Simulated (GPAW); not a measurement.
# InAs (F-43m) in GPAW: settings compared, part 2 of 2

GPAW 26.7.0. The steps go on from the part before.

## Step 5: Equation of state, LDA

File run.py:

```python
from ase.eos import EquationOfState
from ase.io import Trajectory, read
from ase.units import GPa
from gpaw import GPAW, PW, setup_paths

setup_paths.insert(0, '.')

atoms = read('POSCAR')

traj = Trajectory('eos.traj', 'w')
volumes, energies = [], []
for x in [0.94, 0.96, 0.98, 1.0, 1.02, 1.04, 1.06]:
    a = atoms.copy()
    a.set_cell(atoms.cell * x**(1 / 3), scale_atoms=True)
    calc = GPAW(mode=PW(600),
                xc='LDA',
                kpts={'size': (6, 6, 6), 'gamma': True},
                occupations={'name': 'fermi-dirac', 'width': 0.05},
                setups={'As': 'jth', 'In': 'jth'},
                nbands=-9,
                convergence={'density': 1e-05, 'energy': 1e-05},
                maxiter=150,
                txt=f'eos-{x:.2f}.txt')
    a.calc = calc
    energies.append(a.get_potential_energy(force_consistent=True))
    volumes.append(a.get_volume())
    p = -a.get_stress()[:3].mean() / GPa
    calc.write(f'eos-{x:.2f}.gpw')
    traj.write(a)
    print(f'{x:.2f} {volumes[-1]:10.4f} A^3 {energies[-1]:14.6f} eV {p:9.3f} GPa', flush=True)

v0, e0, B = EquationOfState(volumes, energies, eos='birchmurnaghan').fit()
print(f'V0 = {v0:.4f} A^3, E0 = {e0:.6f} eV, B0 = {B / GPa:.2f} GPa')
```

File POSCAR:

```
InAs
1.0
    0.0000000000      3.0180000000      3.0180000000
    3.0180000000      0.0000000000      3.0180000000
    3.0180000000      3.0180000000      0.0000000000
In As
1 1
Direct
    0.0000000000      0.0000000000      0.0000000000
    0.7500000000      0.7500000000      0.7500000000
```

Potentials or basis: JTH PAW 2.0, LDA, pw.

Command:

```console
$ OMP_NUM_THREADS=1 python run.py
```

Run time: 84 s. Hardware: 1 thread of Arm Neoverse V1, shared host; peak memory 0.27 GiB.

Results (log left out):

```
Equilibrium volume                      : 27.38 Å³/atom
Bulk modulus                            : 60 GPa
Pressure derivative of the bulk modulus : 5.0
```

Energy against volume, from the lowest point:
```
volume (Å³/atom)  energy (meV/atom)
          25.840              18.10
          26.389               7.16
          26.939               1.28
          27.489               0.00
          28.039               2.66
          28.588               8.98
          29.138              18.39
```

Caveat: the program truncates these outside data sets.

## Step 6: Band structure, PBE

File run.py:

```python
from ase.dft.bandgap import bandgap
from ase.io import write
from ase.spacegroup import crystal
from gpaw import GPAW

# In 4a
# As 4c
atoms = crystal(['In', 'As'],
                basis=[[0.0, 0.0, 0.0],
                       [0.25, 0.25, 0.25]],
                spacegroup=216, setting=1,  # F-43m
                cellpar=[6.036, 6.036, 6.036, 90.0, 90.0, 90.0],
                primitive_cell=True)

calc = GPAW(mode='lcao',
            h=0.2,
            basis='dzp',
            xc='PBE',
            kpts={'size': (6, 6, 6), 'gamma': True},
            occupations={'name': 'fermi-dirac', 'width': 0.05},
            convergence={'density': 1e-05, 'energy': 1e-05},
            maxiter=150,
            txt='gpaw.txt')
atoms.calc = calc
energy = atoms.get_potential_energy()
forces = atoms.get_forces()
calc.write('gs.gpw')
write('result.traj', atoms)
print(f'Energy: {energy:.6f} eV')
print('Forces (eV/A):')
print(forces.round(4))
print('Fermi level:', round(calc.get_fermi_level(), 4), 'eV')
print(f'Gap: {bandgap(calc)[0]:.4f} eV, direct: {bandgap(calc, direct=True)[0]:.4f} eV')

path = atoms.cell.bandpath('GXWKGLUWLK,UX', npoints=100, eps=1e-4)
bs_calc = calc.fixed_density(kpts=path, symmetry='off', txt='bands.txt')
bs = bs_calc.band_structure()
bs.write('bs.json')
print(f'Gap on the path: {bandgap(bs_calc)[0]:.4f} eV')
```

Potentials or basis: GPAW PAW data sets (gpaw-data 1.2.1), lcao:dzp.

Command:

```console
$ OMP_NUM_THREADS=1 python run.py
```

Wall time 26 s (1 thread of Arm Neoverse V1, shared host); peak memory 0.19 GiB.

Results (log left out):

| Quantity | Value |
| --- | --- |
| Free energy | -7.2598 eV |
| Band gap along the path | none (metal or under the smearing width) |

Levels at the corners of the path, in eV from the Fermi level:
| point | band 6 | band 7 | band 8 | band 9 | band 10 | band 11 | band 12 |
| --- | --- | --- | --- | --- | --- | --- | --- |
| Γ | -11.94 | -0.18 | -0.04 | -0.04 | -0.04 | 3.92 | 3.93 |
| X | -9.90 | -5.92 | -2.38 | -2.38 | 1.54 | 2.13 | 9.54 |
| W | -9.85 | -5.77 | -3.02 | -2.94 | 4.35 | 4.41 | 5.17 |
| K | -9.91 | -5.78 | -3.34 | -2.00 | 2.13 | 4.43 | 7.70 |
| Γ | -11.94 | -0.18 | -0.04 | -0.04 | -0.04 | 3.92 | 3.93 |
| L | -10.44 | -5.85 | -1.04 | -1.04 | 0.98 | 4.89 | 4.89 |
| U | -9.91 | -5.78 | -3.34 | -2.00 | 2.13 | 4.43 | 7.70 |
| W | -9.85 | -5.77 | -3.02 | -2.94 | 4.35 | 4.41 | 5.17 |
| L | -10.44 | -5.85 | -1.04 | -1.04 | 0.98 | 4.89 | 4.89 |
| K | -9.91 | -5.78 | -3.34 | -2.00 | 2.13 | 4.43 | 7.70 |
| U | -9.91 | -5.78 | -3.34 | -2.00 | 2.13 | 4.43 | 7.70 |
| X | -9.90 | -5.92 | -2.38 | -2.38 | 1.54 | 2.13 | 9.54 |

Caveat: the real-space grid adds noise to forces; spin-orbit coupling is left out, which moves the levels of the heavy elements; the basis of atomic orbitals isn't converged, which shifts pressures, moduli and gaps.

## Step 7: The runs side by side

```csv
task,level,potentials or basis,spin,cutoff (eV),band path,band points,spin axis theta (degrees),spin axis phi (degrees),soc after scf,grid spacing,pressure (GPa)
band structure,SOGGA,"PAW data sets generated in the run's folder for this functional, pw","SOC, no magnetisation",600,"GXWKGLUWLK,UX",60,0,0,second variation,-,1.3
equation of state,TPSS,"GPAW PAW data sets (gpaw-data 1.2.1), pw",off,600,-,-,-,-,-,-,-
band structure,PW91,"PAW data sets generated in the run's folder for this functional, pw","SOC, no magnetisation",600,"GXWKGLUWLK,UX",60,54.7,45,second variation,-,3.9
equation of state,LDA,"JTH PAW 2.0, LDA, pw",off,600,-,-,-,-,-,-,-
band structure,PBE,"GPAW PAW data sets (gpaw-data 1.2.1), lcao:dzp",off,-,"GXWKGLUWLK,UX",100,-,-,-,0.2 Å,-
```

Alike in all rows: cell as given; k mesh 6 × 6 × 6; smearing fermi-dirac 0.05 eV.

Caveats: spin-orbit coupling was added after a scalar SCF, so levels and gaps hold it while energy, forces, pressure and moments don't (some runs); this program's spin-orbit splittings come out too wide for heavy elements (some runs); this crystal is a semiconductor, whose small gap the functional closes, so the metal is an error of the method (some runs); the minimum lies outside the volumes run (some runs); the PAW data sets were made with another functional, which shifts forces and pressure a little (some runs); the program truncates these outside data sets (some runs); the real-space grid adds noise to forces (some runs).

Total energies depend on the potentials used, so only differences within one code and one set of settings carry meaning.

## Step 8: Comparison with measurements

Step 2. Measured gap of InAs: 0.418 eV (direct; 4.2 K; a printed reference work, data compilation). This calculation gives 0.00 eV (-0.42 eV). The value is that of SOGGA, without temperature or zero-point motion.

Step 4. Against the measured gap of InAs, 0.418 eV (direct; 4.2 K; a printed reference work, data compilation), the calculated 0.00 eV is off by -0.42 eV. The value is that of PW91, without temperature or zero-point motion. Semilocal functionals fall short of measured gaps as a rule.

Step 6. Against the measured gap of InAs, 0.418 eV (direct; 4.2 K; a printed reference work, data compilation), the calculated 0.00 eV is off by -0.42 eV. Spin-orbit coupling on As, In is left out. The value is that of PBE in an atomic basis (GPAW PAW data sets (gpaw-data 1.2.1), lcao:dzp), whose error adds to the functional's,, without temperature or zero-point motion. Semilocal functionals fall short of measured gaps as a rule.
